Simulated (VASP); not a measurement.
# A vacancy on the Nb site in NbSi2, part 2 of 5

Wanted: what a vacancy on the Nb site costs in NbSi2 and how the lattice relaxes round it. The start is a cell from a database of measured crystal structures.

VASP 6.6.1, plane waves and PAW; the level of theory is named at each step.

So far. Step 2 (The host at zero pressure): The run ended after 4 ionic steps, 0.009 eV below its first step, once forces and stress met EDIFFG = -0.03.

## 3. The supercell without the defect

Level of this step: PBE; plane waves and PAW (Nb_pv, Si) (VASP).

System of this step: NbSi2. It takes space group P6_222 (No. 180, hexagonal). The conventional cell has a = 4.814 Å, b = 4.814 Å, c = 6.633 Å, α = 90.00°, β = 90.00°, γ = 120.00°. Nearest to Nb lie 10 Si at 2.63 to 2.84 Å. Nearest to Si lie 5 Si at 2.58 to 2.84 Å and 5 Nb at 2.63 to 2.84 Å. Nearest to Si lie 5 Si at 2.58 to 2.84 Å and 5 Nb at 2.63 to 2.84 Å. Farther neighbours are not listed.

The same cell, mesh and cutoff without the defect give the energy to subtract and, in a gapped host, the band edges to count from, so that most errors cancel.

Contents of INCAR:

```
SYSTEM = NbSi2
PREC = Normal
ENCUT = 300
EDIFF = 1E-05
NELM = 120
ISMEAR = 1
SIGMA = 0.2
LREAL = Auto
ALGO = Fast
GGA = PE
NBANDS = 140
LASPH = .TRUE.
LORBIT = 11
LWAVE = .FALSE.
LCHARG = .FALSE.
KPAR = 4
```

Contents of POSCAR:

```
NbSi2
1.0
   -7.2206827098      4.1688631062      6.6328203778
    7.2206827098     -4.1688631062      6.6328203778
    2.4068942366      4.1688631062     -6.6328203778
Nb Si
12 24
Direct
    0.3333333333      0.0833333333      0.2500000000
    0.8333333333      0.5833333333      0.2500000000
    0.8333333334      0.0833333334      0.7500000000
    0.3333333333      0.5833333333      0.7500000000
    0.6666666666      0.6666666666      0.5000000000
    0.1666666667      0.1666666667      0.5000000000
    0.1666666667      0.6666666666      0.0000000000
    0.6666666666      0.1666666666      0.0000000000
    0.2500000000      0.5000000000      0.2500000000
    0.7500000000      0.0000000000      0.2500000000
    0.7500000000      0.5000000000      0.7500000000
    0.2500000000      0.0000000000      0.7500000000
    0.1628945865      0.2424558397      0.2386837596
    0.6628945865      0.7424558398      0.2386837596
    0.6628945865      0.2424558398      0.7386837596
    0.1628945865      0.7424558397      0.7386837596
    0.8371054134      0.4962279198      0.5000000000
    0.3371054135      0.9962279198      0.5000000000
    0.3371054134      0.4962279198      0.0000000000
    0.8371054134      0.9962279198      0.0000000000
    0.5908774936      0.6704387468      0.7613162404
    0.0908774936      0.1704387468      0.7613162404
    0.0908774936      0.6704387468      0.2613162404
    0.5908774936      0.1704387468      0.2613162404
    0.5037720802      0.4242108269      0.7613162404
    0.0037720801      0.9242108269      0.7613162404
    0.0037720801      0.4242108269      0.2613162404
    0.5037720801      0.9242108269      0.2613162404
    0.4962279198      0.8371054134      0.5000000000
    0.9962279198      0.3371054134      0.5000000000
    0.9962279198      0.8371054134      0.0000000000
    0.4962279198      0.3371054134      0.0000000000
    0.4091225064      0.3295612532      0.2386837596
    0.9091225064      0.8295612532      0.2386837596
    0.9091225064      0.3295612532      0.7386837596
    0.4091225064      0.8295612532      0.7386837596
```

Contents of KPOINTS:

```
Automatic mesh
0
Gamma
5 5 5
0 0 0
```

Potentials, in the order of the species: Nb_pv and Si (PBE family, release 64).

Started as:

```bash
$ mpirun -np 4 vasp_std
```

Log:

```text
[banner, memory and clock lines left out]
running    4 mpi-ranks, on    1 nodes
 distrk:  each k-point on    1 cores,    4 groups
 distr:  one band on    1 cores,    1 groups

 POSCAR found type information on POSCAR NbSi
 POSCAR found :  2 types and      36 ions
 LDA part: xc-table for (Slater+PW92), standard interpolation
 POSCAR, INCAR and KPOINTS ok, starting setup
 FFT: planning ... GRIDC
 FFT: planning ... GRID_SOFT
 FFT: planning ... GRID
 WAVECAR not read
 entering main loop
       N       E                     dE             d eps       ncg     rms          rms(c)
DAV:   1     0.166793569717E+04    0.16679E+04   -0.75307E+04  7920   0.107E+03
DAV:   2    -0.128289751207E+03   -0.17962E+04   -0.17336E+04 10052   0.541E+02
DAV:   3    -0.273808069770E+03   -0.14552E+03   -0.13946E+03 12104   0.145E+02
DAV:   4    -0.281436735587E+03   -0.76287E+01   -0.74007E+01 11728   0.322E+01
DAV:   5    -0.281769580377E+03   -0.33284E+00   -0.32698E+00 12240   0.701E+00    0.818E+01
RMM:   6    -0.271218492101E+03    0.10551E+02   -0.49773E+01 10546   0.208E+01    0.265E+01
RMM:   7    -0.271324165980E+03   -0.10567E+00   -0.12318E+01 11828   0.748E+00    0.122E+01
RMM:   8    -0.270938414779E+03    0.38575E+00   -0.10820E+00 10765   0.367E+00    0.607E+00
RMM:   9    -0.270975284225E+03   -0.36869E-01   -0.35641E-01 11826   0.144E+00    0.144E+00
RMM:  10    -0.270969103567E+03    0.61807E-02   -0.80214E-02 11103   0.806E-01    0.109E+00
RMM:  11    -0.270970520630E+03   -0.14171E-02   -0.40289E-02 11024   0.411E-01    0.459E-01
RMM:  12    -0.270970984972E+03   -0.46434E-03   -0.81692E-03 11414   0.193E-01    0.186E-01
RMM:  13    -0.270971458147E+03   -0.47317E-03   -0.48055E-03 11654   0.801E-02    0.170E-01
RMM:  14    -0.270971663831E+03   -0.20568E-03   -0.19780E-03 10955   0.762E-02    0.157E-01
RMM:  15    -0.270971763572E+03   -0.99740E-04   -0.11645E-03  8309   0.308E-02    0.512E-02
RMM:  16    -0.270971794288E+03   -0.30716E-04   -0.52837E-04  7579   0.317E-02    0.517E-02
RMM:  17    -0.270971831569E+03   -0.37281E-04   -0.38347E-04  7125   0.166E-02    0.253E-02
RMM:  18    -0.270971846202E+03   -0.14633E-04   -0.19401E-04  6933   0.188E-02    0.190E-02
RMM:  19    -0.270971860471E+03   -0.14269E-04   -0.14062E-04  6473   0.147E-02    0.148E-02
RMM:  20    -0.270971866743E+03   -0.62715E-05   -0.65996E-05  6214   0.117E-02
   1 F= -.27097187E+03 E0= -.27096922E+03  d E =-.792857E-02
```

The job ended after 6.1 min (4 MPI ranks of Intel Xeon Platinum 8259CL at 2.50GHz (Skylake/Cascade Lake), shared host; peak memory 2.6 GiB).

From OUTCAR (step 3):

```text
  LATTYP: Found a face centered orthorhombic cell.
 ALAT       =     9.6275769463
 B/A-ratio  =     1.3778794841
 C/A-ratio  =     1.7320508076

 Subroutine GETGRP returns: Found  4 space group operations
 (whereof  2 operations were pure point group operations)

The static configuration has the point symmetry C_2 .
 The point group associated with its full space group is D_2 .

 Found     27 irreducible k-points:

   k-points           NKPTS =     27   k-points in BZ     NKDIM =     27   number of bands    NBANDS=    140

   dimension x,y,z NGX =    48 NGY =   48 NGZ =   36
   dimension x,y,z NGXF=    96 NGYF=   96 NGZF=   72

   ENCUT  =  300.0 eV  22.05 Ry    4.70 a.u.  15.05 15.05 11.57*2*pi/ulx,y,z

   NELECT =     228.0000    total number of electrons

 E-fermi :   8.7196

 k-point     1 :       0.0000    0.0000    0.0000
  band No.  band energies     occupation
    ...
    112       8.1049      2.00012
    113       8.4779      2.07083
    114       8.4779      2.07083
    115       8.5923      1.87113
    116       8.7385      0.84080
    117       9.4776     -0.00000
    118       9.4845     -0.00000
    119       9.9278     -0.00000
    120      10.1090     -0.00000
    121      10.1093     -0.00000
    ...

 k-point     2 :       0.2000    0.0000   -0.0000
  band No.  band energies     occupation
    ...
    112       8.1447      2.00037
    113       8.5062      2.06148
    114       8.5326      2.03398
    115       8.6041      1.81896
    116       8.7388      0.83759
    117       9.3271     -0.00015
    118       9.5352     -0.00000
    119       9.6913     -0.00000
    120       9.8935     -0.00000
    121      10.0973     -0.00000
    ...

  Total       -0.2390612     -0.3286546     -3.1852115     -0.0775902      0.0000000     -0.0000000
  in kB       -0.7193773     -0.9889799     -9.5848648     -0.2334826      0.0000000     -0.0000000
  external PRESSURE =      -3.7644073 kB  Pullay stress =       0.0000000 kB

  energy-cutoff  :      300.00
  volume of cell :      532.43
      direct lattice vectors                 reciprocal lattice vectors
    -7.220682710  4.168863106  6.632820378     0.000000000  0.119936776  0.075382714
     7.220682710 -4.168863106  6.632820378     0.103868295  0.059968388  0.075382714
     2.406894237  4.168863106 -6.632820378     0.103868295  0.179905164  0.000000000

 POSITION                                       TOTAL-FORCE (eV/Angst)
 -----------------------------------------------------------------------------------
     -1.20345      2.08443      1.10547        -0.000000      0.000000      0.000191
     -1.20345      2.08443      7.73829        -0.000000      0.000000      0.000191
     -3.61034      6.25329      1.10547        -0.000000      0.000000      0.000191
      3.61034      2.08443      1.10547        -0.000000      0.000000      0.000191
      1.20345      2.08443      5.52735        -0.000000      0.000000     -0.000000
      1.20345      2.08443     -1.10547        -0.000000      0.000000     -0.000000
      3.61034     -2.08443      5.52735        -0.000000      0.000000     -0.000000
     -3.61034      2.08443      5.52735        -0.000000      0.000000     -0.000000
      2.40689      0.00000      3.31641        -0.000000      0.000000     -0.000191
     -4.81379      4.16886      3.31641        -0.000000      0.000000     -0.000191
      0.00000      4.16886      3.31641        -0.000000      0.000000     -0.000191
      0.00000      4.16886     -3.31641        -0.000000      0.000000     -0.000191
      1.14897      0.66336      1.10547        -0.001818      0.000888      0.000699
      1.14897      0.66336      7.73829        -0.001818      0.000888      0.000699
     -1.25792      4.83222      1.10547        -0.001818      0.000888      0.000699
      5.96276      0.66336      1.10547        -0.001818      0.000888      0.000699
     -1.25792      3.50550      5.52735        -0.005849      0.003377     -0.000000
      5.96276     -0.66336      5.52735        -0.005849      0.003377     -0.000000
      1.14897     -0.66336      5.52735        -0.005849      0.003377     -0.000000
      1.14897     -0.66336     12.16017        -0.005849      0.003377     -0.000000
      2.40689      2.84214      3.31641        -0.001678      0.001131     -0.000699
      2.40689      2.84214     -3.31641        -0.001678      0.001131     -0.000699
      4.81379     -1.32672      3.31641        -0.001678      0.001131     -0.000699
     -2.40689      2.84214      3.31641        -0.001678      0.001131     -0.000699
      1.25792      3.50550      1.10547         0.001818     -0.000888      0.000699
      8.47860     -0.66336      1.10547         0.001818     -0.000888      0.000699
      3.66482     -0.66336      1.10547         0.001818     -0.000888      0.000699
      3.66482     -0.66336      7.73829         0.001818     -0.000888      0.000699
      3.66482      0.66336      5.52735         0.005849     -0.003377     -0.000000
     -3.55587      4.83222      5.52735         0.005849     -0.003377     -0.000000
     -1.14897      0.66336     12.16017         0.005849     -0.003377     -0.000000
     -1.14897      0.66336      5.52735         0.005849     -0.003377     -0.000000
     -0.00000      1.32672      3.31641         0.001678     -0.001131     -0.000699
     -0.00000      1.32672      9.94923         0.001678     -0.001131     -0.000699
     -2.40689      5.49558      3.31641         0.001678     -0.001131     -0.000699
      4.81379      1.32672      3.31641         0.001678     -0.001131     -0.000699
 -----------------------------------------------------------------------------------
    total drift:                               -0.000011      0.000006      0.000001

  FREE ENERGIE OF THE ION-ELECTRON SYSTEM (eV)
  ---------------------------------------------------
  free  energy   TOTEN  =      -270.9718667426 eV

  energy  without entropy=     -270.9639381683  energy(sigma->0) =     -270.96922388

 total charge
# of ion       s       p       d       tot
------------------------------------------
    1        0.323   6.374   3.227   9.924
    2        0.323   6.374   3.227   9.924
    3        0.323   6.374   3.227   9.924
    4        0.323   6.374   3.227   9.924
    5        0.323   6.374   3.227   9.924
    6        0.323   6.374   3.227   9.924
    7        0.323   6.374   3.227   9.924
    8        0.323   6.374   3.227   9.924
    9        0.323   6.374   3.227   9.924
   10        0.323   6.374   3.227   9.924
   11        0.323   6.374   3.227   9.924
   12        0.323   6.374   3.227   9.924
   13        0.758   0.864   0.000   1.622
   14        0.758   0.864   0.000   1.622
   15        0.758   0.864   0.000   1.622
   16        0.758   0.864   0.000   1.622
   17        0.758   0.864   0.000   1.622
   18        0.758   0.864   0.000   1.622
   19        0.758   0.864   0.000   1.622
   20        0.758   0.864   0.000   1.622
   21        0.758   0.864   0.000   1.622
   22        0.758   0.864   0.000   1.622
   23        0.758   0.864   0.000   1.622
   24        0.758   0.864   0.000   1.622
   25        0.758   0.864   0.000   1.622
   26        0.758   0.864   0.000   1.622
   27        0.758   0.864   0.000   1.622
   28        0.758   0.864   0.000   1.622
   29        0.758   0.864   0.000   1.622
   30        0.758   0.864   0.000   1.622
   31        0.758   0.864   0.000   1.622
   32        0.758   0.864   0.000   1.622
   33        0.758   0.864   0.000   1.622
   34        0.758   0.864   0.000   1.622
   35        0.758   0.864   0.000   1.622
   36        0.758   0.864   0.000   1.622
--------------------------------------------------
tot         22.067  97.218  38.726 158.011

[... 7 further parts left out ...]
```

This step gave:

| Quantity | Value |
| --- | --- |
| electronic cycles | 20 |
| electrons | 228 |
| free energy (TOTEN) | -270.9719 eV |
| energy at zero smearing | -270.9692 eV |
| Fermi energy | 8.720 eV |

The host is treated as a metal, as its relaxation found a gap under 0.3 eV or none, and only the neutral defect is run.

[end of part 2 of 5]

[Lines on the potential files, build, host, timing and source positions are cut from VASP's logs without a mark.]

[Logs are printed without paths, hosts, clocks, repeated set-up lines and the standing remarks that a program may print on its own settings, such as how far it seeks lower states.]

[Hosts, paths, dates, database ids (printed as entryN), source tags and the programs' standing remarks are cut or masked in the printed files.]

[In band tables of VASP the shares of atoms and orbitals are scaled to a sum of 1 inside the atoms' spheres.]

[Runs that stopped without an error message from VASP are left out.]
